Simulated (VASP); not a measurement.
# ZnSe (Pmmn) in VASP: notebook

One crystal, ZnSe, is run at these levels: PBEsol; tasks: single point.

Everything below comes from runs of VASP 6.6.1. Logs are shortened: lines on timing, memory, paths and dates and some standing lists are left out, and cuts for length are marked.

## 1. The cell of the first run

The structure is orthorhombic, space group Pmmn (No. 59). Conventional cell: a = 4.067 Å, b = 4.149 Å, c = 6.070 Å, α = 90.00°, β = 90.00°, γ = 90.00°. Zn (site symmetry mm2) is surrounded by 4 Se at 2.52 to 2.56 Å. Se (site symmetry mm2) has 4 Zn at 2.52 to 2.56 Å as nearest neighbours.

The cell comes from a database or a generator and needn't be the stable form of this composition.

## 2. Single point, PBEsol (strain +0.0100 x Voigt [1, -1, 0, 0, 0, 0], atoms carried along)

Input file INCAR:

```
ALGO     = Fast           # electronic algorithm
EDIFF    = 1E-7           # SCF threshold, eV
ENCUT    = 520            # plane-wave cutoff, eV
GGA      = PS             # functional
ISIF     = 2              # what is computed and relaxed
ISMEAR   = 0              # smearing method
LASPH    = T              # aspherical terms in the spheres
LCHARG   = F              # write CHGCAR
LREAL    = F              # projectors in reciprocal space
LWAVE    = F              # write WAVECAR
NBANDS   = 26             # bands
NELM     = 80             # most SCF steps
PREC     = Accurate       # precision mode
SIGMA    = 0.05           # smearing width, eV
```

Input file KPOINTS:

```
k-points
0
Gamma
  8 8 6
```

Input file POSCAR:

```
ZnSe
1.0
    4.1487790200      0.0000000000      0.0000000000
    0.0000000000      4.0666249800      0.0000000000
    0.0000000000      0.0000000000      6.0703500000
Zn Se
2 2
Direct
    0.0000000000      0.0000000000      0.0000000000
    0.5000000000      0.5000000000      0.0000000000
    0.0000000000      0.5000000000      0.2462800000
    0.5000000000      0.0000000000      0.7537200000
```

Potentials or basis: VASP PAW PBE potentials, release 64 (Zn, Se).

The run is started by

```console
> cat potpaw_PBE.64/Zn/POTCAR potpaw_PBE.64/Se/POTCAR > POTCAR
> mpirun -np 1 vasp_std > vasp.out
```

OUTCAR:

```text
EDIFF = 1E-7
   ENCUT = 520
   GGA = PS
   ISIF = 2
   ISMEAR = 0
   LASPH = T
   LREAL = F
   NELM = 80
   PREC = Accurate

 ion  position               nearest neighbor table
   1  0.000  0.000  0.000-   3 2.52   3 2.52   4 2.56   4 2.56   2 2.90   2 2.90   2 2.90   2 2.90

   2  0.500  0.500  0.000-   4 2.52   4 2.52   3 2.56   3 2.56   1 2.90   1 2.90   1 2.90   1 2.90

   3  0.000  0.500  0.246-   1 2.52   1 2.52   2 2.56   2 2.56
   4  0.500  0.000  0.754-   2 2.52   2 2.52   1 2.56   1 2.56

  LATTYP: Found a simple orthorhombic cell.
 ALAT       =     4.0666249800
 B/A-ratio  =     1.0202020202
 C/A-ratio  =     1.4927243180

  Lattice vectors:

 A1 = (   0.0000000000,  -4.0666249800,   0.0000000000)
 A2 = (   4.1487790200,   0.0000000000,   0.0000000000)
 A3 = (   0.0000000000,   0.0000000000,   6.0703500000)

Analysis of symmetry for initial positions (statically):
=====================================================================
 Subroutine PRICEL returns:
 Original cell was already a primitive cell.

 Routine SETGRP: Setting up the symmetry group for a
 simple orthorhombic supercell.

 Subroutine GETGRP returns: Found  8 space group operations
 (whereof  4 operations were pure point group operations)
 out of a pool of  8 trial point group operations.

The static configuration has the point symmetry C_2v.
 The point group associated with its full space group is D_2h.

Analysis of symmetry for dynamics (positions and initial velocities):
=====================================================================
 Subroutine PRICEL returns:
 Original cell was already a primitive cell.

 Routine SETGRP: Setting up the symmetry group for a
 simple orthorhombic supercell.

 Subroutine GETGRP returns: Found  8 space group operations
 (whereof  4 operations were pure point group operations)
 out of a pool of  8 trial point group operations.

The dynamic configuration has the point symmetry C_2v.
 The point group associated with its full space group is D_2h.

 Subroutine INISYM returns: Found  8 space group operations
 (whereof  4 operations are pure point group operations),
 and found     1 'primitive' translations

----------------------------------------------------------------------------------------

                                     Primitive cell

  volume of cell :     102.4161

  direct lattice vectors                    reciprocal lattice vectors
     4.148779020  0.000000000  0.000000000     0.241034771  0.000000000  0.000000000
     0.000000000  4.066624980  0.000000000     0.000000000  0.245904160  0.000000000
     0.000000000  0.000000000  6.070350000     0.000000000  0.000000000  0.164735147

  length of vectors
     4.148779020  4.066624980  6.070350000     0.241034771  0.245904160  0.164735147

  position of ions in fractional coordinates (direct lattice)
     0.000000000  0.000000000  0.000000000
     0.500000000  0.500000000  0.000000000
     0.000000000  0.500000000  0.246280000
     0.500000000  0.000000000  0.753720000

  ion indices of the primitive-cell ions
   primitive index   ion index
                 1           1
                 2           2
                 3           3
                 4           4

----------------------------------------------------------------------------------------

 KPOINTS: k-points

Automatic generation of k-mesh.
 Grid dimensions read from file:
 generate k-points for:    8    8    6

 Generating k-lattice:

  Cartesian coordinates                     Fractional coordinates (reciprocal lattice)
     0.030129346  0.000000000  0.000000000     0.125000000  0.000000000  0.000000000
     0.000000000  0.030738020  0.000000000     0.000000000  0.125000000  0.000000000
     0.000000000  0.000000000  0.027455858     0.000000000  0.000000000  0.166666667

  Length of vectors
     0.030129346  0.030738020  0.027455858

  Shift w.r.t. Gamma in fractional coordinates (k-lattice)
     0.000000000  0.000000000  0.000000000

 Subroutine IBZKPT returns following result:
 ===========================================

 Found    100 irreducible k-points:

 Following reciprocal coordinates:
            Coordinates               Weight
  0.000000  0.000000  0.000000      1.000000
  0.125000  0.000000  0.000000      2.000000
  0.250000  0.000000  0.000000      2.000000
  0.375000  0.000000  0.000000      2.000000
  0.500000  0.000000  0.000000      1.000000
  0.000000  0.125000  0.000000      2.000000
[... 16 lines left out ...]
  0.250000  0.500000  0.000000      2.000000
  0.375000  0.500000  0.000000      2.000000
 [... further k-points ...]
   k-points           NKPTS =    100   k-points in BZ     NKDIM =    100   number of bands    NBANDS=     26
   number of dos      NEDOS =    301   number of ions     NIONS =      4
   total plane-waves  NPLWV =  46080
   dimension x,y,z NGX =    32 NGY =   30 NGZ =   48
   dimension x,y,z NGXF=    64 NGYF=   60 NGZF=   96
   ions per type =               2   2
[... 68 lines left out ...]
 Fermi energy:         0.7729287584

 k-point     1 :       0.0000    0.0000    0.0000
  band No.  band energies     occupation
      1     -12.3789      2.00000
      2     -11.4535      2.00000
      3      -6.1766      2.00000
      4      -6.1746      2.00000
      5      -6.0929      2.00000
      6      -6.0901      2.00000
[... 18 lines left out ...]
     25      10.3358      0.00000
     26      11.0867      0.00000

 k-point     2 :       0.1250    0.0000    0.0000
  band No.  band energies     occupation
      1     -12.3177      2.00000
      2     -11.4540      2.00000
      3      -6.1665      2.00000
      4      -6.1461      2.00000
      5      -6.0720      2.00000
      6      -6.0655      2.00000
[... 18 lines left out ...]
     25       9.4832      0.00000
     26       9.7069      0.00000

 k-point     3 :       0.2500    0.0000    0.0000
  band No.  band energies     occupation
      1     -12.1500      2.00000
      2     -11.4716      2.00000
      3      -6.1277      2.00000
      4      -6.0684      2.00000
      5      -6.0108      2.00000
      6      -5.9949      2.00000
[... 18 lines left out ...]
     25       8.4810      0.00000
     26       8.5381      0.00000

 k-point     4 :       0.3750    0.0000    0.0000
  band No.  band energies     occupation
      1     -11.9215      2.00000
      2     -11.5441      2.00000
      3      -6.0550      2.00000
      4      -5.9370      2.00000
      5      -5.9210      2.00000
      6      -5.9164      2.00000
[... 18 lines left out ...]
     25       7.9778      0.00000
     26       8.2355      0.00000

 k-point     5 :       0.5000    0.0000    0.0000
  band No.  band energies     occupation
      1     -11.6996      2.00000
      2     -11.6996      2.00000
      3      -5.9579      2.00000
      4      -5.9579      2.00000
      5      -5.8634      2.00000
      6      -5.8634      2.00000
[... 18 lines left out ...]
     25       7.8882      0.00000
     26       7.8882      0.00000

 k-point     6 :       0.0000    0.1250    0.0000
  band No.  band energies     occupation
      1     -12.3136      2.00000
      2     -11.4489      2.00000
      3      -6.1678      2.00000
      4      -6.1431      2.00000
      5      -6.0769      2.00000
      6      -6.0614      2.00000
[... 427 lines left out ...]
 k-point    21 :       0.0000    0.5000    0.0000
  band No.  band energies     occupation
      1     -11.6643      2.00000
      2     -11.6643      2.00000
      3      -5.9532      2.00000
      4      -5.9532      2.00000
      5      -5.8595      2.00000
      6      -5.8595      2.00000
[... 18 lines left out ...]
     25       7.7636      0.00000
     26       7.7636      0.00000

 k-point    22 :       0.1250    0.5000    0.0000
  band No.  band energies     occupation
      1     -11.6310      2.00000
      2     -11.6310      2.00000
      3      -6.0138      2.00000
      4      -6.0138      2.00000
      5      -5.8426      2.00000
      6      -5.8426      2.00000
[... 18 lines left out ...]
     25       8.9666      0.00000
     26       8.9666      0.00000

 k-point    23 :       0.2500    0.5000    0.0000
  band No.  band energies     occupation
      1     -11.5480      2.00000
      2     -11.5480      2.00000
      3      -6.1246      2.00000
      4      -6.1246      2.00000
      5      -5.8442      2.00000
      6      -5.8442      2.00000
[... 18 lines left out ...]
     25      10.3515      0.00000
     26      10.3959      0.00000

 k-point    24 :       0.3750    0.5000    0.0000
  band No.  band energies     occupation
      1     -11.4608      2.00000
      2     -11.4608      2.00000
      3      -6.2145      2.00000
      4      -6.2145      2.00000
      5      -5.8271      2.00000
      6      -5.8271      2.00000
[... 18 lines left out ...]
     25      11.0154      0.00000
     26      11.2429      0.00000

 [... further k-points ...]

------------------------ aborting loop because EDIFF is reached ----------------------------------------

  FORCE on cell =-STRESS in cart. coord.  units (eV):
  Direction    XX          YY          ZZ          XY          YZ          ZX
  --------------------------------------------------------------------------------------
  -------------------------------------------------------------------------------------
  Total       -2.1918740     -1.3468378     -1.3569415      0.0000000      0.0000000      0.0000000
  in kB      -34.2892514    -21.0696700    -21.2277298      0.0000000      0.0000000      0.0000000
  external PRESSURE =     -25.5288837 kB  Pullay stress =       0.0000000 kB

 VOLUME and BASIS-vectors are now :
 -----------------------------------------------------------------------------
  energy-cutoff  :      520.00
  volume of cell :      102.42
      direct lattice vectors                 reciprocal lattice vectors
     4.148779020  0.000000000  0.000000000     0.241034771  0.000000000  0.000000000
     0.000000000  4.066624980  0.000000000     0.000000000  0.245904160  0.000000000
     0.000000000  0.000000000  6.070350000     0.000000000  0.000000000  0.164735147

 POSITION                                       TOTAL-FORCE (eV/Angst)
 -----------------------------------------------------------------------------------
      0.00000      0.00000      0.00000         0.000000      0.000000     -0.032664
      2.07439      2.03331      0.00000         0.000000      0.000000      0.032664
      0.00000      2.03331      1.49501         0.000000      0.000000     -0.349138
      2.07439      0.00000      4.57534         0.000000      0.000000      0.349138
 -----------------------------------------------------------------------------------
    total drift:                                0.000000     -0.000000     -0.000000

  FREE ENERGIE OF THE ION-ELECTRON SYSTEM (eV)
  ---------------------------------------------------
  free  energy   TOTEN  =       -12.8314692243 eV

  energy  without entropy=      -12.8314692243  energy(sigma->0) =      -12.83146922
```

Wall time 2.2 min (1 thread of AMD EPYC 9R45 (Zen 5), shared host); peak memory 0.34 GiB.

Results:

```yaml
Free_energy: -12.8315 eV
Pressure: -2.6 GPa
Largest_force: 0.349 eV/Å
Band_gap_on_the_k_mesh: 1.82 eV, direct
```

Forces in eV/Å, atoms in the order of the input:
```
Zn   0.000  0.000 -0.033
Zn   0.000  0.000  0.033
Se   0.000  0.000 -0.349
Se   0.000  0.000  0.349
```

Levels at points of the mesh, in eV from the valence-band top:
| k point | band 16 | band 17 | band 18 | band 19 | band 20 | band 21 |
| --- | --- | --- | --- | --- | --- | --- |
| (0.00, 0.00, 0.00) | -0.07 | -0.05 | 0.00 | 1.82 | 1.84 | 2.91 |
| (0.50, 0.00, 0.00) | -1.56 | -0.77 | -0.77 | 3.48 | 3.48 | 5.82 |
| (0.00, 0.50, 0.00) | -1.56 | -0.84 | -0.84 | 3.29 | 3.29 | 5.84 |
| (0.50, 0.50, 0.00) | -2.22 | -2.06 | -2.06 | 3.31 | 3.31 | 3.51 |
| (0.00, 0.00, 0.50) | -1.18 | -0.35 | -0.26 | 1.94 | 3.25 | 3.57 |
| (0.50, 0.00, 0.50) | -0.77 | -0.74 | -0.74 | 2.62 | 2.62 | 5.73 |
| (0.00, 0.50, 0.50) | -0.82 | -0.81 | -0.81 | 2.48 | 2.48 | 5.76 |
| (0.50, 0.50, 0.50) | -2.48 | -2.42 | -2.42 | 4.52 | 4.52 | 4.77 |

Caveat: the PAW data sets were made with another functional, which shifts forces and pressure a little.

## 3. Single point, PBEsol (strain +0.0300 x Voigt [1, -1, 0, 0, 0, 0], atoms carried along)

Input file INCAR:

```
ALGO     = Fast           # electronic algorithm
EDIFF    = 1E-6           # SCF threshold, eV
ENCUT    = 520            # plane-wave cutoff, eV
GGA      = PS             # functional
ISIF     = 2              # what is computed and relaxed
ISMEAR   = 0              # smearing method
LASPH    = True           # aspherical terms in the spheres
LCHARG   = True           # write CHGCAR
LELF     = True           # ELF
LREAL    = False          # projectors in reciprocal space
LVHAR    = True         
LWAVE    = False          # write WAVECAR
NBANDS   = 26             # bands
NELM     = 80             # most SCF steps
PREC     = Accurate       # precision mode
SIGMA    = 0.05           # smearing width, eV
```

KPOINTS is that of step 2.

Changes to POSCAR since step 2:

```diff
@@ -2,4 +2,4 @@
 1.0
-    4.1487790200      0.0000000000      0.0000000000
-    0.0000000000      4.0666249800      0.0000000000
+    4.2309330600      0.0000000000      0.0000000000
+    0.0000000000      3.9844709400      0.0000000000
     0.0000000000      0.0000000000      6.0703500000
```

Potentials or basis: VASP PAW PBE potentials, release 64 (Zn, Se).

The run is started by

```console
> cat potpaw_PBE.64/Zn/POTCAR potpaw_PBE.64/Se/POTCAR > POTCAR
> mpirun -np 1 vasp_std > vasp.out
```

Run time: 2 min. Hardware: 1 thread of AMD EPYC 9R45 (Zen 5), shared host; peak memory 0.34 GiB.

Results (log left out):

```
Free energy            : -12.7988 eV
Pressure               : -2.3 GPa
Largest force          : 0.331 eV/Å
Band gap on the k mesh : 1.70 eV, direct
```

Forces in eV/Å, atoms in the order of the input:
```
Zn   0.000  0.000 -0.102
Zn   0.000  0.000  0.102
Se   0.000  0.000 -0.331
Se   0.000  0.000  0.331
```

Stress tensor (GPa, compression positive):
```
-4.45  0.00  0.00
 0.00 -0.44  0.00
 0.00  0.00 -1.99
```

Levels at points of the mesh, in eV from the valence-band top:
| k point | band 15 | band 16 | band 17 | band 18 | band 19 | band 20 | band 21 | band 22 |
| --- | --- | --- | --- | --- | --- | --- | --- | --- |
| (0.00, 0.00, 0.00) | -1.98 | -0.21 | -0.17 | 0.00 | 1.70 | 1.72 | 2.95 | 5.41 |
| (0.50, 0.00, 0.00) | -1.65 | -1.65 | -0.75 | -0.75 | 3.60 | 3.60 | 5.71 | 5.71 |
| (0.00, 0.50, 0.00) | -1.64 | -1.64 | -0.98 | -0.98 | 3.05 | 3.05 | 5.77 | 5.77 |
| (0.50, 0.50, 0.00) | -2.30 | -2.30 | -2.13 | -2.13 | 3.24 | 3.24 | 3.43 | 3.43 |
| (0.00, 0.00, 0.50) | -1.84 | -1.29 | -0.52 | -0.24 | 1.85 | 3.25 | 3.47 | 5.11 |
| (0.50, 0.00, 0.50) | -0.81 | -0.81 | -0.73 | -0.73 | 2.68 | 2.68 | 5.63 | 5.63 |
| (0.00, 0.50, 0.50) | -0.96 | -0.96 | -0.94 | -0.94 | 2.27 | 2.27 | 5.71 | 5.71 |
| (0.50, 0.50, 0.50) | -2.55 | -2.55 | -2.50 | -2.50 | 4.44 | 4.44 | 4.68 | 4.68 |

Caveat: the PAW data sets were made with another functional, which shifts forces and pressure a little.

## 4. Single point, PBEsol (strain -0.0400 x Voigt [1, -1, 0, 0, 0, 0], atoms carried along)

Input file INCAR:

```
PREC = Accurate ; ENCUT = 520
EDIFF = 1E-6 ; ISMEAR = 0
SIGMA = 0.05 ; LREAL = False
LASPH = True ; NELM = 80
ALGO = Fast ; ISIF = 2
LWAVE = False ; LCHARG = True
GGA = PS ; LELF = True
LVHAR = True ; NBANDS = 26
```

Input file KPOINTS:

```
Automatic mesh
0
Gamma
  8 8 6
```

Changes to POSCAR since step 3:

```diff
@@ -2,4 +2,4 @@
 1.0
-    4.2309330600      0.0000000000      0.0000000000
-    0.0000000000      3.9844709400      0.0000000000
+    3.9433939200      0.0000000000      0.0000000000
+    0.0000000000      4.2720100800      0.0000000000
     0.0000000000      0.0000000000      6.0703500000
```

The run is started by

```console
> cat potpaw_PBE.64/Zn/POTCAR potpaw_PBE.64/Se/POTCAR > POTCAR
> mpirun -np 1 vasp_std > vasp.out
```

Run time: 2.2 min. Hardware: 1 thread of AMD EPYC 9R45 (Zen 5), shared host; peak memory 0.34 GiB.

The run converged. Its results:

| Property | Result |
| --- | --- |
| Free energy | -12.7698 eV |
| Pressure | -2.1 GPa |
| Largest force | 0.314 eV/Å |
| Band gap on the k mesh | 1.61 eV, direct |

Forces on the atoms (eV/Å):
```
Zn   0.000  0.000  0.141
Zn   0.000  0.000 -0.141
Se   0.000  0.000 -0.314
Se   0.000  0.000  0.314
```

Stress tensor (GPa, compression positive):
```
 0.49  0.00  0.00
 0.00 -4.90  0.00
 0.00  0.00 -1.91
```

Levels at points of the mesh, in eV from the valence-band top:
```csv
k point,band 14,band 15,band 16,band 17,band 18,band 19,band 20,band 21,band 22,band 23
"(0.00, 0.00, 0.00)",-2.64,-1.92,-0.28,-0.25,0.00,1.61,1.66,3.01,5.27,5.63
"(0.50, 0.00, 0.00)",-4.68,-1.69,-1.69,-1.05,-1.05,2.92,2.92,5.72,5.72,6.00
"(0.00, 0.50, 0.00)",-4.57,-1.70,-1.70,-0.74,-0.74,3.66,3.66,5.64,5.64,6.81
"(0.50, 0.50, 0.00)",-4.39,-2.34,-2.34,-2.17,-2.17,3.19,3.19,3.38,3.38,9.57
"(0.00, 0.00, 0.50)",-2.49,-1.79,-1.37,-0.60,-0.23,1.79,3.26,3.40,5.11,5.95
"(0.50, 0.00, 0.50)",-4.98,-1.03,-1.03,-1.02,-1.02,2.17,2.17,5.59,5.59,5.69
"(0.00, 0.50, 0.50)",-4.91,-0.84,-0.84,-0.72,-0.72,2.71,2.71,5.59,5.59,6.42
"(0.50, 0.50, 0.50)",-4.27,-2.58,-2.58,-2.54,-2.54,4.40,4.40,4.62,4.62,7.87
```

Caveat: the PAW data sets were made with another functional, which shifts forces and pressure a little. A k mesh can miss the band edges.

## 5. Summary

| cell | further INCAR settings | gap on the mesh (eV) | pressure (GPa) | largest force (eV/Å) |
| --- | --- | --- | --- | --- |
| strain +0.0100 x Voigt [1, -1, 0, 0, 0, 0], atoms carried along | ALGO = Fast; EDIFF = 1e-07; NBANDS = 26 | 1.82 | -2.6 | 0.35 |
| strain +0.0300 x Voigt [1, -1, 0, 0, 0, 0], atoms carried along | ALGO = Fast; EDIFF = 1e-06; NBANDS = 26 | 1.70 | -2.3 | 0.33 |
| strain -0.0400 x Voigt [1, -1, 0, 0, 0, 0], atoms carried along | ALGO = Fast; EDIFF = 1e-06; NBANDS = 26 | 1.61 | -2.1 | 0.31 |

Alike in all rows: task single point; level PBEsol; potentials or basis VASP PAW PBE potentials, release 64 (Zn, Se); no spin polarisation; k mesh 8 × 8 × 6; cutoff (eV) 520; smearing gaussian 0.05 eV.

Caveats: the PAW data sets were made with another functional, which shifts forces and pressure a little.

Total energies depend on the potentials used, so only differences within one code and one set of settings carry meaning.
